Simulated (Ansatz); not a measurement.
# Ab initio dynamics of molten NaI (124 atoms)

What local order and mobility does NaI (124 atoms) show in DFT dynamics?

Program: Ansatz 0.2.0. Level of theory: Kohn-Sham DFT, PBE+D3(BJ), PAW (set soft_2, large core), plane waves. Results are calculated unless marked as measured.

## Step 1: Starting point

The cell holds 124 atoms: 62 Na and 62 I. Cell: a = 18.013 Å, b = 18.013 Å, c = 18.013 Å, α = 90.0°, β = 90.0°, γ = 90.0°. 124 atoms (62 Na, 62 I) placed at random at 2.64 g/cm³, melted at 1800 K for 10 ps at fixed volume with the Lennard-Jones and Coulomb ion parameters for SPC/E (Joung and Cheatham, J. Phys. Chem. B 112, 9020 (2008)), full charges. Snapshot at the end of a hold of 20 ps at 1040 K and fixed volume. The density is the measured one of the melt at 1040 K (2.6403 g/cm³).

Before any run, some limits are plain. Sampling is at Γ alone, for a cell whose shortest periodic width is 18 Å. The levels lack spin–orbit coupling, which is large for the heavy elements here.

## Step 2: Single point at the start

A single point comes first, to see the forces before anything moves.

input.yaml reads:

```yaml
crystal:
  lattice:
    - [18.0132, 0.0, 0.0]
    - [0.0, 18.0132, 0.0]
    - [0.0, 0.0, 18.0132]
  atoms:
    - { symbol: Na, position: [0.68458, 0.56425, 0.32562] }
    - { symbol: Na, position: [0.82968, 0.32036, 0.81426] }
    - { symbol: Na, position: [0.92198, 0.23612, 0.52194] }
    - { symbol: Na, position: [0.29286, 0.66499, 0.71664] }
    - { symbol: Na, position: [0.47814, 0.43875, 0.46578] }
    - { symbol: Na, position: [0.11483, 0.40681, 0.40009] }
    - { symbol: Na, position: [0.75559, 0.97096, 0.88842] }
    - { symbol: Na, position: [0.50739, 0.68358, 0.58714] }
    - { symbol: Na, position: [0.58016, 0.25375, 0.24244] }
    - { symbol: Na, position: [0.18601, 0.43917, 0.87802] }
    - { symbol: Na, position: [0.24054, 0.8619, 0.02173] }
    - { symbol: Na, position: [0.32234, 0.23584, 0.41493] }
    - { symbol: Na, position: [0.16728, 0.60444, 0.19211] }
    - { symbol: Na, position: [0.40573, 0.5556, 0.87054] }
    - { symbol: Na, position: [0.34382, 0.96594, 0.52426] }
    - { symbol: Na, position: [0.11643, 0.31791, 0.14375] }
    - { symbol: Na, position: [0.87778, 0.70179, 0.53642] }
    - { symbol: Na, position: [0.82677, 0.62187, 0.80955] }
    - { symbol: Na, position: [0.95409, 0.51238, 0.34114] }
    - { symbol: Na, position: [0.21332, 0.82938, 0.4828] }
    - { symbol: Na, position: [0.46152, 0.98185, 0.04462] }
    - { symbol: Na, position: [0.10523, 0.68647, 0.85586] }
    - { symbol: Na, position: [0.27833, 0.91692, 0.75785] }
    - { symbol: Na, position: [0.5562, 0.99733, 0.35907] }
    - { symbol: Na, position: [0.76573, 0.12943, 0.73142] }
    - { symbol: Na, position: [0.99417, 0.0612, 0.81946] }
    - { symbol: Na, position: [0.16921, 0.14949, 0.67638] }
    - { symbol: Na, position: [0.70056, 0.80379, 0.06438] }
    - { symbol: Na, position: [0.91228, 0.2704, 0.20148] }
    - { symbol: Na, position: [0.62023, 0.58964, 0.01275] }
    - { symbol: Na, position: [0.78785, 0.06186, 0.08763] }
    - { symbol: Na, position: [0.12307, 0.09499, 0.42049] }
    [... 86 atom lines left out ...]
    - { symbol: I, position: [0.32299, 0.63873, 0.54928] }
    - { symbol: I, position: [0.65527, 0.26713, 0.76383] }
    - { symbol: I, position: [0.11892, 0.95474, 0.33148] }
    - { symbol: I, position: [0.4076, 0.27103, 0.17404] }
    - { symbol: I, position: [0.65208, 0.97252, 0.02778] }
    - { symbol: I, position: [0.96604, 0.68315, 0.97673] }
kpoints:
  mp_grid: { grid: [1, 1, 1] }
hamiltonian:
  xc: pbe
  pseudopotentials: { kind: paw, core: large }
  dispersion: d3bj
scf:
  occupations: { method: fermi_dirac, width: 0.09 }
output:
  forces: true
```

On the command line:

```
$ ansatz run input.yaml --threads 5 --pin off --max-ram 81920MiB --backend cuda --events-out ev --progress --plain --runs-dir out
```

Numbers of over 12 decimals in the logs are rounded to 6 here.

What it wrote:

```text
Engine: ansatz 0.2.0, x86_64-unknown-linux-gnu
Pseudopotentials: kind: paw
Pseudopotential: Na, paw, valence charge 9, recommended cutoff 420 eV (normal), Na.paw.azcp
Pseudopotential: I, paw, valence charge 7, recommended cutoff 420 eV (normal), I.paw.azcp#standard-large-core
[... 5 lines on functional and potentials left out ...]
device memory: the entry about to start is reckoned to put 11.1 GiB on a device that reports 78.0 GiB free
GPU FFT provider: cuFFT
GPU libraries: cuBLAS 13.8.2, cuFFT 12.4.0, cuSOLVER 12.3.4
Crystal: 124 atoms, lattice volume = 5844.840 Å³
Basis set: ecut = 420 eV, 114425 PW (Γ), exchange–correlation on 250×250×250 points (8 copies of the dense FFT grid, shifted against one another)
Bands: 620, of which v1, the nominal top of the filled ones, is band 496 counted from 1 (495 counted from 0)
Symmetry: 1 space group operations
Space group: P1 (ITA 1), of the structure as read, at distance tolerance 1.8e-4 Å
k-points: 1
[... 5 lines on functional and potentials left out ...]
Initial density: superposition of atomic densities (chi_scale 0.1, normalization cell, long waves kept (reshape's long-wave potential 0.16 eV rms))
Initial wavefunctions: pseudopotential atomic-orbital guess
GPU buffer pool allocated for 1953125 grid points (all kernels)
GPU transforms: local potential and band sums: pruned to the plane-wave sphere, on 125×125×125
Functional: x = pbe(κ = 0.804, μ = 0.219515), c = pbe(β = 0.066725)
SCF iter   1: F=—  HF=-412746.663052 eV  |F-HF|=—  |Δ(HF+E_count)|=         —  Δρ=3.59e-2  dr2=6.87e1  ethr=3.10e-3  ⟨swp⟩=8.0  Hψ=2600  notcnv=0  defer=42
preconditioner: auto → Resta (q_TF=auto, 2.030 Å⁻¹)  ε∞=3.7  [insulator: Δε(μ)=1.697 eV  Ē_g=5.679 eV  σ=0.090 eV  W_gap=1.00  n_scr=798 (ndim 8)  ℏωp=9.4 eV  f_vac=0.086  D(μ)=0.01/eV (n_scr^D=0)  ε∞_Penn≈3.7]
SCF iter   2: F=—  HF=-412718.478105 eV  |F-HF|=—  |Δ(HF+E_count)|=    2.82e1  Δρ=1.27e-2  dr2=1.43e1  ethr=3.10e-3  ⟨swp⟩=3.0  Hψ=1280  notcnv=0  defer=88
SCF iter   3: F=—  HF=-412713.197421 eV  |F-HF|=—  |Δ(HF+E_count)|=    5.28e0  Δρ=3.48e-3  dr2=1.66e0  ethr=1.45e-3  ⟨swp⟩=6.0  Hψ=1061  notcnv=0  defer=43
automatic band count: iteration 3 solves 575 bands in place of 620: the levels show a gap, and the empty bands left out lie too high to hold charge; the band table lists the bands solved (type scf.n_extra_bands for more)
SCF iter   4: F=—  HF=-412713.061695 eV  |F-HF|=—  |Δ(HF+E_count)|=   1.36e-1  Δρ=8.61e-4  dr2=1.01e-1  ethr=1.67e-4  ⟨swp⟩=3.0  Hψ=755  notcnv=0  defer=43
SCF iter   5: F=—  HF=-412713.175559 eV  |F-HF|=—  |Δ(HF+E_count)|=   1.14e-1  Δρ=2.32e-4  dr2=9.50e-3  ethr=1.02e-5  ⟨swp⟩=2.0  Hψ=876  notcnv=0  defer=51
SCF iter   6: F=—  HF=-412713.191189 eV  |F-HF|=—  |Δ(HF+E_count)|=   1.56e-2  Δρ=1.28e-4  dr2=1.01e-3  ethr=9.58e-7  ⟨swp⟩=2.0  Hψ=1009  notcnv=0  defer=51
SCF iter   7: F=—  HF=-412713.194110 eV  |F-HF|=—  |Δ(HF+E_count)|=   2.92e-3  Δρ=4.92e-5  dr2=1.70e-4  ethr=1.02e-7  ⟨swp⟩=2.0  Hψ=1015  notcnv=0  defer=51
SCF iter   8: F=—  HF=-412713.194293 eV  |F-HF|=—  |Δ(HF+E_count)|=   1.82e-4  Δρ=1.03e-5  dr2=1.73e-5  ethr=1.72e-8  ⟨swp⟩=2.0  Hψ=1015  notcnv=0  defer=51
SCF iter   9: F=—  HF=-412713.190462 eV  |F-HF|=—  |Δ(HF+E_count)|=   3.83e-3  Δρ=4.00e-6  dr2=1.46e-6  ethr=1.74e-9  ⟨swp⟩=2.0  Hψ=1068  notcnv=0  defer=51
SCF iter  10: F=—  HF=-412713.190463 eV  |F-HF|=—  |Δ(HF+E_count)|=   1.08e-6  Δρ=8.95e-7  dr2=1.25e-7  ethr=1.47e-10  ⟨swp⟩=2.0  Hψ=1011  notcnv=0  defer=51
SCF iter  11: F=-412713.190463 eV  HF=-412713.190463 eV  |F-HF|=1.12e-8  |Δ(HF+E_count)|=   1.54e-7  Δρ=3.92e-7  dr2=1.48e-8  ethr=1.01e-11  ⟨swp⟩=4.0  Hψ=1756  notcnv=0
SCF 1 converged in 11 iterations: F = -412713.190463 eV  dr2 = 1.48e-8
  greatest PAW one-centre occupation: 0.999 electrons in one spin orbital (limit 2), on the Na atom at site 9 (counted from 0), in its partial waves of l = 0
SCF converged after 11 iterations
Free energy (F): -412713.190463 eV
Harris-Foulkes:  -412713.190463 eV  (|F-HF|=1.12e-8)
Internal energy: -412713.190431 eV  (E = F + TS)
E sigma→0 (E₀):  -412713.190447 eV
Entropy (-TS):   -0.000031 eV (-0.000 meV/atom)
Fermi energy:    1.643761 eV
--- Per-component energies (eV) ---
  E_band       = -16612.866842
  E_kinetic    = 13079.080300
  E_local      = -113577.179188  (includes V_loc(G=0)·N_el)
  E_nonlocal   = 12314.214967
  E_hartree    = 41775.592536
  E_xc         = -29087.194846
  E_vxc        = -9742.530354  (∫ρ·V_xc dr)
  E_paw        = -295925.440306  (= ΣΔE_a)
  E_vpaw       = -2237.629254  (= ΣTr[D̂ρ^β])
  E_aug_tail   = 0.000587  (compensation charges beyond the density's cutoff)
  E_ewald      = -41270.614794
  E_disp       = -21.649688  (pairwise vdW)
  E_smearing   = -0.000031  (= −TS)
  E_closure    = -0.000000  (closes the sum)
  Σ components = -412713.190463   (vs F -412713.190463, Δ=0.00e0)
--- Forces (eV/Å), atoms counted from 1 ---
  atom   1  Na    -0.18904488    -0.04402740     0.18180259
  atom   2  Na    -0.03545222     0.22992945    -0.13220104
  atom   3  Na     0.23292588    -0.11907035     0.20274673
  atom   4  Na     0.27353487     0.11946597    -0.03505219
  atom   5  Na    -0.25447116    -0.00453600    -0.02945946
  atom   6  Na     0.26051721    -0.37754223     0.17284054
  atom   7  Na    -0.35799837    -0.15358741    -0.29668790
  atom   8  Na    -0.32469213    -0.08611635     0.00649081
  atom   9  Na    -0.44124885     0.28937362     0.43445755
  atom  10  Na    -0.04954635     0.32782260    -0.58477782
  atom  11  Na    -0.14940491     0.21114318     0.02353139
  atom  12  Na    -0.10599702     0.29349371     0.11688583
  atom  13  Na     0.03864143     0.13082969    -0.24475138
  atom  14  Na     0.42577454    -0.05057908     0.09451644
[...]
atom 123  I     -0.42276380     0.06767516     0.07655360
  atom 124  I      0.08682425    -0.23152944    -0.62227550
  max |Σ_I F_I| component: 5.71e-5 eV/Å
```

It took 4.2 s on 1 × NVIDIA H100 80GB HBM3 with 5 threads of AMD EPYC 7R13 (Zen 3), shared host; peak memory 1.8 GiB.

That memory is the host's; the program planned up to 11.1 GiB on the GPU.

The program notes that potentials were chosen by core size.

Numbers from this run:

```
free energy            : -412713.1905 eV
free energy per atom   : -3328.3322 eV/atom
SCF cycles             : 11
r.m.s. force component : 0.2486 eV/Å
longest force          : 1.189 eV/Å
Fermi energy           : 1.644 eV
```

The r.m.s. force component of 0.25 eV/Å sets the starting point.

Neighbours are counted within 4.06 Å (I-Na).

Length of the force by element and coordination:

```csv
element,coordination,atoms,mean length of the force (eV/Å),spread,least,most
I,all,62,0.423,0.199,0.144,1.19
I,3,3,0.415,0.143,0.219,0.557
I,4,34,0.398,0.210,0.144,1.19
I,5,24,0.449,0.180,0.204,0.823
I,6,1,0.667,0,0.667,0.667
Na,all,62,0.354,0.164,0.0993,1.01
Na,3,3,0.255,0.032,0.210,0.280
Na,4,34,0.372,0.159,0.0993,0.683
Na,5,24,0.349,0.176,0.111,1.01
Na,6,1,0.186,0,0.186,0.186
```

## Step 3: Brought to 1040 K

A Langevin thermostat brings the cell to the temperature of interest.

input.yaml: that of step 2 with these lines changed.

```diff
@@ -17 +17,8 @@
   forces: true
+md:
+  timestep: 2
+  n_steps: 70
+  ensemble: nvt_langevin
+  temperature: 1040
+  initial_velocities: maxwell_boltzmann
+  seed: 4320
```

What it wrote:

```text
Warning: md: disabling space-group detection — thermal motion breaks the input geometry's symmetry, so no spatial operation reduces the k-mesh or symmetrises the density; time reversal is kept, so that k and −k are solved as one point where they differ and the mesh holds both, and exact exchange and, on two spinor components, a DFT+U term hold to it where the run has them: [...]
[...]
GPU FFT provider: cuFFT
GPU libraries: cuBLAS 13.8.2, cuFFT 12.4.0, cuSOLVER 12.3.4
Crystal: 124 atoms, lattice volume = 5844.840 Å³
Basis set: ecut = 420 eV, 114425 PW (Γ), exchange–correlation on 250×250×250 points (8 copies of the dense FFT grid, shifted against one another)
Bands: 620, of which v1, the nominal top of the filled ones, is band 496 counted from 1 (495 counted from 0)
Symmetry: 1 space group operations
k-points: 1
[...]
GPU buffer pool allocated for 1953125 grid points (all kernels)
[...]
SCF iter   1: F=—  HF=-412746.663055 eV  |F-HF|=—  |Δ(HF+E_count)|=         —  Δρ=3.59e-2  dr2=6.87e1  ethr=3.10e-3  ⟨swp⟩=8.0  Hψ=2600  notcnv=0  defer=42
[...]
SCF iter  11: F=-412713.190463 eV  HF=-412713.190463 eV  |F-HF|=1.17e-8  |Δ(HF+E_count)|=   1.52e-7  Δρ=3.97e-7  dr2=1.51e-8  ethr=1.01e-11  ⟨swp⟩=4.0  Hψ=1796  notcnv=0
SCF 1 converged in 11 iterations: F = -412713.190463 eV  dr2 = 1.51e-8
[...]
md step     0: t =     0.00 fs  T =  1031.6 K  F+E_penalty+E_count = -412713.19046278 eV  E_kin = 16.534939 eV  (11 SCF iters)
[... from here on, the SCF cycles and remarks between the steps are left out ...]
md step     1: t =     2.00 fs  T =  1090.5 K  F+E_penalty+E_count = -412713.19634721 eV  E_kin = 17.478254 eV  (7 SCF iters)
md step     2: t =     4.00 fs  T =  1046.1 K  F+E_penalty+E_count = -412713.18043964 eV  E_kin = 16.767442 eV  (7 SCF iters)
md step     3: t =     6.00 fs  T =  1057.3 K  F+E_penalty+E_count = -412713.13977625 eV  E_kin = 16.947429 eV  (7 SCF iters)
md step     4: t =     8.00 fs  T =  1073.1 K  F+E_penalty+E_count = -412713.08787292 eV  E_kin = 17.200326 eV  (7 SCF iters)
md step     5: t =    10.00 fs  T =  1049.6 K  F+E_penalty+E_count = -412713.02333278 eV  E_kin = 16.822749 eV  (5 SCF iters)
md step     6: t =    12.00 fs  T =  1036.6 K  F+E_penalty+E_count = -412712.94527179 eV  E_kin = 16.614933 eV  (5 SCF iters)
md step     7: t =    14.00 fs  T =  1031.6 K  F+E_penalty+E_count = -412712.85431583 eV  E_kin = 16.535226 eV  (5 SCF iters)
md step     8: t =    16.00 fs  T =  1013.8 K  F+E_penalty+E_count = -412712.74787932 eV  E_kin = 16.249293 eV  (5 SCF iters)
md step     9: t =    18.00 fs  T =  1017.6 K  F+E_penalty+E_count = -412712.64082882 eV  E_kin = 16.309791 eV  (5 SCF iters)
md step    10: t =    20.00 fs  T =  1004.8 K  F+E_penalty+E_count = -412712.54053670 eV  E_kin = 16.104773 eV  (7 SCF iters)
md step    11: t =    22.00 fs  T =   974.5 K  F+E_penalty+E_count = -412712.43524385 eV  E_kin = 15.620103 eV  (5 SCF iters)
md step    12: t =    24.00 fs  T =   956.8 K  F+E_penalty+E_count = -412712.32532229 eV  E_kin = 15.335694 eV  (5 SCF iters)
md step    13: t =    26.00 fs  T =   960.1 K  F+E_penalty+E_count = -412712.21913066 eV  E_kin = 15.388391 eV  (5 SCF iters)
md step    14: t =    28.00 fs  T =   987.1 K  F+E_penalty+E_count = -412712.11482795 eV  E_kin = 15.821095 eV  (5 SCF iters)
md step    15: t =    30.00 fs  T =   963.0 K  F+E_penalty+E_count = -412712.01473773 eV  E_kin = 15.435826 eV  (5 SCF iters)
md step    16: t =    32.00 fs  T =   964.7 K  F+E_penalty+E_count = -412711.92433412 eV  E_kin = 15.463115 eV  (5 SCF iters)
md step    17: t =    34.00 fs  T =   926.4 K  F+E_penalty+E_count = -412711.85011713 eV  E_kin = 14.848944 eV  (5 SCF iters)
md step    18: t =    36.00 fs  T =   942.3 K  F+E_penalty+E_count = -412711.78763202 eV  E_kin = 15.104192 eV  (5 SCF iters)
md step    19: t =    38.00 fs  T =   925.3 K  F+E_penalty+E_count = -412711.72960076 eV  E_kin = 14.831436 eV  (5 SCF iters)
md step    20: t =    40.00 fs  T =   923.6 K  F+E_penalty+E_count = -412711.67167994 eV  E_kin = 14.803965 eV  (7 SCF iters)
md step    21: t =    42.00 fs  T =   938.8 K  F+E_penalty+E_count = -412711.60523406 eV  E_kin = 15.047875 eV  (5 SCF iters)
md step    22: t =    44.00 fs  T =   928.3 K  F+E_penalty+E_count = -412711.54604098 eV  E_kin = 14.878614 eV  (5 SCF iters)
md step    23: t =    46.00 fs  T =   891.5 K  F+E_penalty+E_count = -412711.50979746 eV  E_kin = 14.288626 eV  (5 SCF iters)
[...]
md step    63: t =   126.00 fs  T =  1018.5 K  F+E_penalty+E_count = -412708.90390450 eV  E_kin = 16.325157 eV  (5 SCF iters)
md step    64: t =   128.00 fs  T =  1034.5 K  F+E_penalty+E_count = -412708.92990110 eV  E_kin = 16.580751 eV  (5 SCF iters)
md step    65: t =   130.00 fs  T =  1034.2 K  F+E_penalty+E_count = -412708.96051592 eV  E_kin = 16.576952 eV  (5 SCF iters)
md step    66: t =   132.00 fs  T =  1055.8 K  F+E_penalty+E_count = -412708.99535028 eV  E_kin = 16.922605 eV  (5 SCF iters)
md step    67: t =   134.00 fs  T =  1030.9 K  F+E_penalty+E_count = -412709.03162942 eV  E_kin = 16.523369 eV  (5 SCF iters)
md step    68: t =   136.00 fs  T =  1036.6 K  F+E_penalty+E_count = -412709.06773414 eV  E_kin = 16.615038 eV  (5 SCF iters)
md step    69: t =   138.00 fs  T =  1031.9 K  F+E_penalty+E_count = -412709.09867374 eV  E_kin = 16.540066 eV  (5 SCF iters)
md step    70: t =   140.00 fs  T =  1039.0 K  F+E_penalty+E_count = -412709.12635370 eV  E_kin = 16.653406 eV  (7 SCF iters)
SCF converged after 7 iterations
Free energy (F): -412709.126354 eV
[...]
Internal energy: -412709.126275 eV  (E = F + TS)
E sigma→0 (E₀):  -412709.126314 eV
Entropy (-TS):   -0.000079 eV (-0.001 meV/atom)
Fermi energy:    1.691752 eV
[...]
--- Forces (eV/Å), atoms counted from 1 ---
  atom   1  Na    -0.38916831     0.09054311     0.02090927
  atom   2  Na    -0.09458802    -0.18633171    -0.04278551
  atom   3  Na     0.00407059    -0.23273168     0.05879415
  atom   4  Na    -0.50242611    -0.69032716     0.10225721
  atom   5  Na     0.18930930    -0.05915132    -0.03659587
  atom   6  Na     0.16204584     0.07883179    -0.13841413
  atom   7  Na     0.26276541    -0.11546701    -0.46856175
  atom   8  Na    -0.01842799     0.29934597    -0.61631363
  atom   9  Na    -1.03487819     0.28488769     0.50956805
  atom  10  Na     0.12558641    -0.33736790     0.02012626
  atom  11  Na    -0.03977265     0.08469966     0.17788591
  atom  12  Na    -0.09330858    -0.29449697    -0.13512513
  atom  13  Na     0.18824258     0.22787042    -0.29276747
  atom  14  Na    -0.52853475     0.06866792     0.44310616
[...]
atom 123  I     -0.06544977    -0.55158350     0.52611230
  atom 124  I      0.54052951     0.38181297    -0.39235798
  max |Σ_I F_I| component: 7.13e-5 eV/Å
--- MD trajectory: 70 steps, t = 0.0 → 140.0 fs ---
  final state: T = 1039.0 K   F+E_penalty+E_count = -412709.12635370 eV   E_kin = 16.653406 eV
```

The job ended after 1.7 min (1 × NVIDIA H100 80GB HBM3 with 5 threads; peak memory 1.9 GiB; 3.1 min of CPU time).

That memory is the host's; the program planned up to 11.1 GiB on the GPU.

The program notes that it switched symmetry off.

The trajectory, sampled:

```csv
time (fs),T (K),potential (meV/atom)
0.0,1032,0.0
10.0,1050,1.3
18.0,1018,4.4
28.0,987,8.7
38.0,925,11.8
46.0,891,13.6
56.0,918,14.0
66.0,892,15.5
74.0,982,18.4
84.0,980,23.5
94.0,956,30.5
102.0,1018,34.3
112.0,1009,36.1
122.0,1036,35.0
130.0,1034,34.1
140.0,1039,32.8
```

Mean square displacement from the first frame to the last: Na 0.69 Å², I 0.22 Å².

Table of mean square displacement by time lag:

```csv
time lag (fs),I (Å²),Na (Å²)
2.0,8.0e-5,4.1e-4
4.0,3.2e-4,0.00162
6.0,7.1e-4,0.00362
10.0,0.00194,0.00987
12.0,0.00277,0.0141
16.0,0.00486,0.0244
18.0,0.00611,0.0305
20.0,0.00748,0.0372
24.0,0.0106,0.0522
26.0,0.0124,0.0604
30.0,0.0162,0.0782
32.0,0.0183,0.0876
36.0,0.0228,0.108
38.0,0.0252,0.118
40.0,0.0277,0.129
44.0,0.0330,0.151
46.0,0.0358,0.162
50.0,0.0417,0.186
52.0,0.0447,0.197
54.0,0.0478,0.209
58.0,0.0543,0.233
60.0,0.0577,0.246
64.0,0.0646,0.270
66.0,0.0681,0.282
70.0,0.0754,0.307
```

Over the second half of 140 fs the temperature averages 1006 K with swings of 35 K r.m.s. From first frame to last Na has the largest mean square displacement, 0.69 Å² at the end; the farthest move is 1.74 Å. The run spans 0.14 ps, too short for its means to be equilibrium values.

(Part 1 of 4 ends here.)

[Logs are printed without paths, hosts, clocks, repeated set-up lines and the standing remarks that a program may print on its own settings, such as how far it seeks lower states.]

[Hosts, paths, dates, database ids (printed as entryN), source tags and the programs' standing remarks are cut or masked in the printed files.]
